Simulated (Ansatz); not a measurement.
**Sn: element swaps in one structure**

An exercise on one series of results from a longer session: the logs are not shown, and one member is left open.

Computed with Ansatz 0.2.0 (DFT PBEsol, scalar-relativistic, plane waves, PAW, unless a step's input says otherwise).

1 further run of the same task is left out (set aside as unsound or not needed).

**The system as given**

The structure is cubic, space group Fd-3m (No. 227). The conventional cell has a = 6.541 Å, b = 6.541 Å, c = 6.541 Å, α = 90.00°, β = 90.00°, γ = 90.00°. Sn (site symmetry -43m) is surrounded by 4 Sn at 2.83 Å.

Coordinates:

```cif
data_structure
_symmetry_space_group_name_H-M 'P 1'
_symmetry_Int_Tables_number 1
_cell_length_a 4.6250
_cell_length_b 4.6250
_cell_length_c 4.6250
_cell_angle_alpha 60.000
_cell_angle_beta 60.000
_cell_angle_gamma 60.000
_cell_volume 69.95
loop_
_atom_site_label
_atom_site_type_symbol
_atom_site_fract_x
_atom_site_fract_y
_atom_site_fract_z
_atom_site_occupancy
Sn1 Sn 0.00000 0.00000 0.00000 1
Sn2 Sn 0.25000 0.25000 0.25000 1
```

It goes back to an entry of the Materials Project.

This cell was relaxed beforehand with the same method: volume 34.98 Å³/atom, gap on the mesh none (metal).

The first run:

The input, input.yaml:

```yaml
crystal:
  lattice:
    - [0.0, 4.1367333418, 4.1367333418]
    - [4.1367333418, 0.0, 4.1367333418]
    - [4.1367333418, 4.1367333418, 0.0]
  atoms:
    - { symbol: Sr, position: [0.0, 0.0, 0.0] }
    - { symbol: Sr, position: [0.25, 0.25, 0.25] }
basis:
  ecutwfc: 420
kpoints:
  mp_grid: { grid: [4, 4, 4] }
hamiltonian:
  xc: pbesol
scf:
  occupations: { method: gaussian, width: 0.1 }
output:
  forces: true
  stress: true
  eigenvalues: true
```

On the command line:

```sh
$ ansatz run input.yaml --threads 1 --pin off --max-ram 2560MiB --backend cpu --events-out ev --progress --plain --runs-dir out
```

Steps of the session up to this table: Probe: one point at the start (Sr); Full relaxation (Sr); Relaxation repeated (Sr); Quick check of gap, pressure and forces (Si); Relaxing cell and atoms (Si); Second relaxation, mesh chosen anew (Si); The gap over the whole zone (Si).

One table of the session follows, with a row left open; its other results are not shown here.

It belongs to the step «The crystals compared». Lengths are those of the vectors of the cell that was run:

| swap | volume (Å³/atom) | a (Å) | b (Å) | c (Å) |
| --- | --- | --- | --- | --- |
| none | 34.98 | 4.625 | 4.625 | 4.625 |
| Sn → Zr | 28.93 | 4.341 | 4.341 | 4.341 |
| Sn → Zn | 22.67 | 4.002 | 4.002 | 4.002 |
| Sn → Sr | 103.61 | 6.642 | 6.642 | 6.642 |
| Sn → Si | ? | ? | ? | ? |

Estimate the missing values for Sn → Si.

As computed: volume (Å³/atom): 20.06; a (Å): 3.843; b (Å): 3.843; c (Å): 3.843. In the column «volume (Å³/atom)» it is the lowest.

Lengths are those of the computed cell. Rows of earlier swaps come from the sessions before.
